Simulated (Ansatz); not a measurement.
CdO (Monteponite):

```xyz
2
Lattice="0.0000 2.3495 2.3495 2.3495 0.0000 2.3495 2.3495 2.3495 0.0000" Properties=species:S:1:pos:R:3 pbc="T T T"
Cd    0.0000    0.0000    0.0000
O     2.3495    2.3495    2.3495
```

```yaml
Program: Ansatz 0.2.0
Task: relaxation of cell and atoms
Functional: BLYP
Dispersion: D4
Potentials_or_basis: all-electron LAPW, scalar-relativistic
Basis_error_allowed: 0.001 eV/atom
k_mesh: 10 × 10 × 10
Occupations: fermi-dirac, width 0.05 eV
Spin: no spin polarisation
```

At the start: volume 12.97 Å³/atom.

Q: Where does the relaxation end?

A: Over 4 steps the energy falls by 6.4 meV/atom and the volume is 13.42 Å³/atom (+3.5 %); space group Fm-3m (No. 225, to 0.05 Å).

The path:
```tsv
step	energy change (eV)	largest force (eV/Å)	volume (Å³)
1	0.0000	0.0000	25.94
2	-0.0125	0.0000	26.98
3	-0.0129	0.0000	26.84
4	-0.0129	0.0000	26.84
```

Final structure:
```
Cd O
1.0
     0.00000    2.37636    2.37636
     2.37636    0.00000    2.37636
     2.37636    2.37636    0.00000
Cd O
1 1
Cartesian
  0.0000 0.0000 0.0000
  2.3764 2.3764 2.3764
```
